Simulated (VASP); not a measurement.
# Ni (Fm-3m) in VASP: a series of runs, part 3 of 3

VASP 6.6.1. The steps go on from the part before.

**5. Single point, PBE+U, collinear spin, ferromagnetic start (a relaxed cell with its volume scaled by 0.97)**

Contents of INCAR:

```
ALGO = Normal
EDIFF = 1E-7
ENCUT = 520
GGA = PE
ISIF = 2
ISMEAR = 0
ISPIN = 2
LASPH = True
LCHARG = False
LDAU = True
LDAUJ = 0
LDAUL = 2
LDAUPRINT = 1
LDAUTYPE = 2
LDAUU = 2
LMAXMIX = 4
LORBIT = 11
LREAL = False
LWAVE = False
MAGMOM = 0.8
NELM = 150
PREC = Accurate
SIGMA = 0.1
```

Contents of KPOINTS:

```
k-points
0
Gamma
  20 20 20
```

Contents of POSCAR:

```
Ni                                      
1.0
    0.0000000000      1.7301894882      1.7301894882
    1.7301894882      0.0000000000      1.7301894882
    1.7301894882      1.7301894882      0.0000000000
  Ni            
     1
Direct
     0.0000000000000000    0.0000000000000000    0.0000000000000000
```

Potentials or basis: VASP PAW PBE potentials, release 64 (Ni).

On the command line:

```sh
$ cat potpaw_PBE.64/Ni/POTCAR > POTCAR
$ mpirun -np 1 vasp_std > vasp.out
```

OUTCAR:

```text
EDIFF = 1E-7
   ENCUT = 520
   GGA = PE
   ISIF = 2
   ISMEAR = 0
   ISPIN = 2
   LASPH = True
   LORBIT = 11
   LREAL = False
   NELM = 150
   PREC = Accurate

 ion  position               nearest neighbor table
   1  0.000  0.000  0.000-

  LATTYP: Found a face centered cubic cell.
 ALAT       =     3.4603789764

  Lattice vectors:

 A1 = (   0.0000000000,   1.7301894882,   1.7301894882)
 A2 = (   1.7301894882,   0.0000000000,   1.7301894882)
 A3 = (   1.7301894882,   1.7301894882,   0.0000000000)

Analysis of symmetry for initial positions (statically):
=====================================================================
 Subroutine PRICEL returns:
 Original cell was already a primitive cell.

 Routine SETGRP: Setting up the symmetry group for a
 face centered cubic supercell.

 Subroutine GETGRP returns: Found 48 space group operations
 (whereof 48 operations were pure point group operations)
 out of a pool of 48 trial point group operations.

The static configuration has the point symmetry O_h .

Analysis of symmetry for dynamics (positions and initial velocities):
=====================================================================
 Subroutine PRICEL returns:
 Original cell was already a primitive cell.

 Routine SETGRP: Setting up the symmetry group for a
 face centered cubic supercell.

 Subroutine GETGRP returns: Found 48 space group operations
 (whereof 48 operations were pure point group operations)
 out of a pool of 48 trial point group operations.

The dynamic configuration has the point symmetry O_h .

Analysis of structural, dynamic, and magnetic symmetry:
=====================================================================
 Subroutine PRICEL returns:
 Original cell was already a primitive cell.

 Routine SETGRP: Setting up the symmetry group for a
 face centered cubic supercell.

 Subroutine GETGRP returns: Found 48 space group operations
 (whereof 48 operations were pure point group operations)
 out of a pool of 48 trial point group operations.

The overall configuration has the point symmetry O_h .

 Subroutine INISYM returns: Found 48 space group operations
 (whereof 48 operations are pure point group operations),
 and found     1 'primitive' translations

----------------------------------------------------------------------------------------

                                     Primitive cell

  volume of cell :      10.3588

  direct lattice vectors                    reciprocal lattice vectors
     0.000000000  1.730189488  1.730189488    -0.288985688  0.288985688  0.288985688
     1.730189488  0.000000000  1.730189488     0.288985688 -0.288985688  0.288985688
     1.730189488  1.730189488  0.000000000     0.288985688  0.288985688 -0.288985688

  length of vectors
     2.446857440  2.446857440  2.446857440     0.500537895  0.500537895  0.500537895

  position of ions in fractional coordinates (direct lattice)
     0.000000000  0.000000000  0.000000000

  ion indices of the primitive-cell ions
   primitive index   ion index
                 1           1

[... 104 lines left out ...]
   LEPSILON=     F    determine dielectric tensor
   LRPA    =     F    only Hartree local field effects (RPA)
 spin polarized calculation
 Gauss-broadening in eV      SIGMA  =   0.10
  energy-cutoff  :      520.00
  volume of cell :       10.36
 maximum number of plane-waves:       295
   NGX =  9   NGY =  9   NGZ =  9

 number of electron      10.0000000 magnetization       0.8000000

atom =   1  type =  1  l = 2

 onsite density matrix

spin component  1

  0.9124  0.0000  0.0000 -0.0000  0.0000
  0.0000  0.9124 -0.0000 -0.0000  0.0000
  0.0000 -0.0000  0.9216  0.0000  0.0000
 -0.0000 -0.0000  0.0000  0.9124 -0.0000
  0.0000  0.0000  0.0000 -0.0000  0.9216

spin component  2

  0.7069 -0.0000 -0.0000  0.0000 -0.0000
 -0.0000  0.7069  0.0000  0.0000 -0.0000
 -0.0000  0.0000  0.8731 -0.0000  0.0000
  0.0000  0.0000 -0.0000  0.7069  0.0000
 -0.0000 -0.0000  0.0000  0.0000  0.8731

 occupancies and eigenvectors

  o =  0.7069  v =  0.0000  0.0000  0.0000  0.0000  0.0000  1.0000  0.0000  0.0000  0.0000  0.0000      0.0000  0.0000  0.0000  0.0000  0.0000  0.0000  0.0000  0.0000  0.0000  0.0000
  o =  0.7069  v =  0.0000  0.0000  0.0000  0.0000  0.0000  0.0000 -0.0524 -0.0000  0.9986 -0.0000      0.0000  0.0000  0.0000  0.0000  0.0000  0.0000  0.0000  0.0000  0.0000  0.0000
  o =  0.7069  v =  0.0000  0.0000  0.0000  0.0000  0.0000  0.0000 -0.9986  0.0000 -0.0524 -0.0000      0.0000  0.0000  0.0000  0.0000  0.0000  0.0000  0.0000  0.0000  0.0000  0.0000
  o =  0.8731  v =  0.0000  0.0000  0.0000  0.0000  0.0000  0.0000  0.0000  0.9999  0.0000 -0.0171      0.0000  0.0000  0.0000  0.0000  0.0000  0.0000  0.0000  0.0000  0.0000  0.0000
  o =  0.8731  v =  0.0000  0.0000  0.0000  0.0000  0.0000  0.0000 -0.0000  0.0171  0.0000  0.9999      0.0000  0.0000  0.0000  0.0000  0.0000  0.0000  0.0000  0.0000  0.0000  0.0000
  o =  0.9124  v =  0.0000  0.9976  0.0000  0.0697  0.0000  0.0000  0.0000  0.0000  0.0000  0.0000      0.0000  0.0000  0.0000  0.0000  0.0000  0.0000  0.0000  0.0000  0.0000  0.0000
  o =  0.9124  v =  1.0000  0.0000  0.0000  0.0000  0.0000  0.0000  0.0000  0.0000  0.0000  0.0000      0.0000  0.0000  0.0000  0.0000  0.0000  0.0000  0.0000  0.0000  0.0000  0.0000
  o =  0.9124  v =  0.0000  0.0697  0.0000 -0.9976  0.0000  0.0000  0.0000  0.0000  0.0000  0.0000      0.0000  0.0000  0.0000  0.0000  0.0000  0.0000  0.0000  0.0000  0.0000  0.0000
  o =  0.9216  v =  0.0000  0.0000 -0.9998 -0.0000  0.0214  0.0000  0.0000  0.0000  0.0000  0.0000      0.0000  0.0000  0.0000  0.0000  0.0000  0.0000  0.0000  0.0000  0.0000  0.0000
  o =  0.9216  v =  0.0000 -0.0000  0.0214  0.0000  0.9998  0.0000  0.0000  0.0000  0.0000  0.0000      0.0000  0.0000  0.0000  0.0000  0.0000  0.0000  0.0000  0.0000  0.0000  0.0000

 number of electron       9.9999993 magnetization       0.6514981

 Free energy of the ion-electron system (eV)
  ---------------------------------------------------
  ext. energy  EPLUGINS =         0.00000000
  ---------------------------------------------------
  free energy    TOTEN  =        -4.18780339 eV

  energy without entropy =       -4.18073023  energy(sigma->0) =       -4.18426681

 E-fermi :   9.8330     XC(G=0): -13.5130

 val. band max:        9.8329091905   @ k =  -0.4500   0.3000   0.1500
 cond. band min:       9.8339424579   @ k =  -0.3000   0.3000   0.1000
 fundamental gap:      0.0010332674
 Fermi energy:         9.8329722463

 spin component 1

 k-point     1 :       0.0000    0.0000    0.0000
  band No.  band energies     occupation
      1       0.7614      1.00000
      2       6.8490      1.00000
      3       6.8490      1.00000
      4       6.8490      1.00000
      5       8.1760      1.00000
      6       8.1760      1.00000
      7      34.2644      0.00000
      8      38.5110      0.00000
      9      38.5110      0.00000
[... 557 lines left out ...]
 k-point    24 :      -0.3500    0.0500    0.0000
  band No.  band energies     occupation
      1       4.7650      1.00000
      2       7.8065      1.00000
      3       7.8741      1.00000
      4       8.0722      1.00000
      5       9.5876      0.99974
      6       9.9246      0.09763
      7      19.7993      0.00000
      8      32.1213      0.00000
      9      34.8032      0.00000

 [... further k-points ...]

------------------------ aborting loop because EDIFF is reached ----------------------------------------

  FORCE on cell =-STRESS in cart. coord.  units (eV):
  Direction    XX          YY          ZZ          XY          YZ          ZX
  --------------------------------------------------------------------------------------
  -------------------------------------------------------------------------------------
  Total        0.3993409      0.3993409      0.3993409     -0.0000000      0.0000000     -0.0000000
  in kB       61.7651242     61.7651242     61.7651242     -0.0000000      0.0000000     -0.0000000
  external PRESSURE =      61.7651242 kB  Pullay stress =       0.0000000 kB

 VOLUME and BASIS-vectors are now :
 -----------------------------------------------------------------------------
  energy-cutoff  :      520.00
  volume of cell :       10.36
      direct lattice vectors                 reciprocal lattice vectors
     0.000000000  1.730189488  1.730189488    -0.288985688  0.288985688  0.288985688
     1.730189488  0.000000000  1.730189488     0.288985688 -0.288985688  0.288985688
     1.730189488  1.730189488  0.000000000     0.288985688  0.288985688 -0.288985688

 POSITION                                       TOTAL-FORCE (eV/Angst)
 -----------------------------------------------------------------------------------
      0.00000      0.00000      0.00000         0.000000      0.000000      0.000000
 -----------------------------------------------------------------------------------
    total drift:                                0.000000     -0.000000      0.000000

  FREE ENERGIE OF THE ION-ELECTRON SYSTEM (eV)
  ---------------------------------------------------
  free  energy   TOTEN  =        -4.1878033870 eV

  energy  without entropy=       -4.1807302319  energy(sigma->0) =       -4.18426681

 total charge

# of ion       s       p       d       tot
------------------------------------------
    1        0.511   0.514   8.419   9.444

 magnetization (x)

# of ion       s       p       d       tot
------------------------------------------
    1       -0.011  -0.036   0.715   0.668
```

OSZICAR:

```text
N       E                     dE             d eps       ncg     rms          rms(c)
DAV:   1     0.244028925642E+02    0.24403E+02   -0.49200E+03  9384   0.146E+03
DAV:   2    -0.453548175170E+01   -0.28938E+02   -0.27861E+02  9332   0.167E+02
DAV:   3    -0.499754704586E+01   -0.46207E+00   -0.46109E+00 10664   0.288E+01
DAV:   4    -0.500144416656E+01   -0.38971E-02   -0.38968E-02 10449   0.227E+00
DAV:   5    -0.500153443362E+01   -0.90267E-04   -0.90266E-04 10324   0.304E-01    0.998E+00
DAV:   6    -0.442705844813E+01    0.57448E+00   -0.13001E+01  9692   0.602E+01    0.512E+00
DAV:   7    -0.419803487494E+01    0.22902E+00   -0.19935E+00  9734   0.225E+01    0.208E+00
DAV:   8    -0.418877990513E+01    0.92550E-02   -0.23720E-02 11940   0.187E+00    0.102E+00
DAV:   9    -0.418774342736E+01    0.10365E-02   -0.23624E-03 11540   0.575E-01    0.277E-01
DAV:  10    -0.418774890793E+01   -0.54806E-05   -0.84199E-04  9962   0.366E-01    0.563E-02
DAV:  11    -0.418780105171E+01   -0.52144E-04   -0.87965E-05 10302   0.132E-01    0.438E-02
DAV:  12    -0.418780344189E+01   -0.23902E-05   -0.86164E-06 10966   0.371E-02    0.183E-02
DAV:  13    -0.418780345774E+01   -0.15852E-07   -0.56155E-06  9648   0.237E-02    0.295E-03
DAV:  14    -0.418780338697E+01    0.70765E-07   -0.85030E-08  5211   0.419E-03
   1 F= -.41878034E+01 E0= -.41842668E+01  d E =-.707316E-02  mag=     0.6514
```

stdout:

```text
POSCAR found type information on POSCAR Ni
 POSCAR found :  1 types and       1 ions
 scaLAPACK will be used
 LDA part: xc-table for (Slater+PW92), standard interpolation
 POSCAR, INCAR and KPOINTS ok, starting setup
 FFT: planning ... GRIDC
 FFT: planning ... GRID_SOFT
 FFT: planning ... GRID
 WAVECAR not read
 entering main loop
```

Wall time 28 s (1 thread of Intel Xeon Platinum 8488C (Sapphire Rapids), shared host); peak memory 0.15 GiB.

What came out:

```
Free energy                                           : -4.1878 eV
Pressure                                              : 6.2 GPa
Band gap on the k mesh                                : none (metal or under the smearing width)
Net moment                                            : 0.65 μB per cell
Site moments                                          : Ni +0.67 μB
Valence electrons inside the program's atomic spheres : Ni 9.44
```

Levels at points of the mesh, in eV from the Fermi level:
Spin up:
```csv
k point,band 2,band 3,band 4,band 5,band 6,band 7,band 8,band 9
"(0.00, 0.00, 0.00)",-2.98,-2.98,-2.98,-1.66,-1.66,24.43,28.68,28.68
"(0.50, 0.00, 0.00)",-2.94,-2.94,-0.98,-0.98,-0.10,5.97,22.88,25.83
"(0.50, 0.50, 0.00)",-4.89,-0.89,-0.86,-0.86,2.77,9.58,15.58,15.58
```
Spin down:
```csv
k point,band 1,band 2,band 3,band 4,band 5,band 6,band 7,band 8,band 9
"(0.00, 0.00, 0.00)",-9.14,-1.73,-1.73,-1.73,-1.02,-1.02,24.20,28.60,28.60
"(0.50, 0.00, 0.00)",-4.60,-2.11,-2.11,-0.20,0.14,0.14,6.63,22.69,25.91
"(0.50, 0.50, 0.00)",-4.88,-3.81,-0.22,0.53,0.53,2.69,9.85,15.56,15.56
```

Eigenvalues of the final occupation matrices:
| site | spin | trace | eigenvalues |
| --- | --- | --- | --- |
| site 1 d | 1 | 4.58 | 0.91 0.91 0.91 0.92 0.92 |
| site 1 d | 2 | 3.87 | 0.71 0.71 0.71 0.87 0.87 |

Caveat: the U is typed as a test and isn't derived for this compound. The state reached can hang on the start; a lower one may exist.

**6. Summary**

| task | cell | gap on the mesh (eV) | pressure (GPa) | moment (μB) |
| --- | --- | --- | --- | --- |
| relaxation of cell and atoms | relaxed | none | 0.0 | 0.67 |
| single point | as given | none | 0.0 | 0.67 |
| single point | a relaxed cell with its volume scaled by 0.97 | none | 6.2 | 0.65 |

Alike in all rows: level PBE+U; potentials or basis VASP PAW PBE potentials, release 64 (Ni); spin collinear, ferromagnetic start; Ni d U = 2.0 eV; k mesh 20 × 20 × 20; cutoff (eV) 520; smearing gaussian 0.1 eV.

Caveats: the U is typed as a test and isn't derived for this compound; the relaxation stopped at its first step, so nothing moved (some runs).

Absolute energies hang on the potentials; compare differences alone.
